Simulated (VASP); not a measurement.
Input of a VASP 6.6.1 run:

The input INCAR:

```
SYSTEM = ZnO
ALGO = Normal
DIPOL = 0.5 0.5 0.500
EDIFF = 1E-6
EDIFFG = -0.02
ENCUT = 520
IBRION = 2
IDIPOL = 3
ISIF = 2
ISMEAR = 0
LASPH = .True.
LCHARG = .False.
LDIPOL = .True.
LREAL = .False.
LUSENCCL = .False.
LWAVE = .False.
NELM = 80
NSW = 80
PREC = Accurate
SIGMA = 0.03
```

KPOINTS

```
k-points
0
Gamma
  8 5 1
  0 0 0
```

POSCAR

```
ZnO
1.0
    3.1939353800      0.0000000000      0.0000000000
    0.0000000000      5.1636360000      0.0000000000
    0.0000000000      0.0000000000     26.9861298300
Zn O
10 10
Direct
    0.9999997600      0.4996490000      0.2779205500
    0.5000008200      0.9996490000      0.3120866800
    0.4999999500      0.4996490000      0.3804187400
    0.0000010200      0.9996490000      0.4145848700
    0.0000001500      0.4996490000      0.4829169300
    0.5000012100      0.9996490000      0.5170830700
    0.5000003400      0.4996490000      0.5854151300
    0.0000014000      0.9996490000      0.6195812600
    0.0000005300      0.4996490000      0.6879133200
    0.5000016000      0.9996490000      0.7220794500
    0.9999997600      0.1213410000      0.2779205500
    0.5000008200      0.6213410000      0.3120866800
    0.4999999500      0.1213410000      0.3804187400
    0.0000010200      0.6213410000      0.4145848700
    0.0000001500      0.1213410000      0.4829169300
    0.5000012100      0.6213410000      0.5170830700
    0.5000003400      0.1213410000      0.5854151300
    0.0000014000      0.6213410000      0.6195812600
    0.0000005300      0.1213410000      0.6879133200
    0.5000016000      0.6213410000      0.7220794500
```

Potentials or basis: VASP PAW LDA potentials, release 64 (Zn, O).

Run with:

```console
$ cat potpaw_LDA.64/Zn/POTCAR potpaw_LDA.64/O/POTCAR > POTCAR
$ mpirun -np 1 vasp_std > vasp.out
```

(1) Estimate the band gap on the k mesh.

(2) Estimate the energy gained by relaxing.

Answers

(1) 0.82 eV, direct.

(2) 36.1 meV/atom.
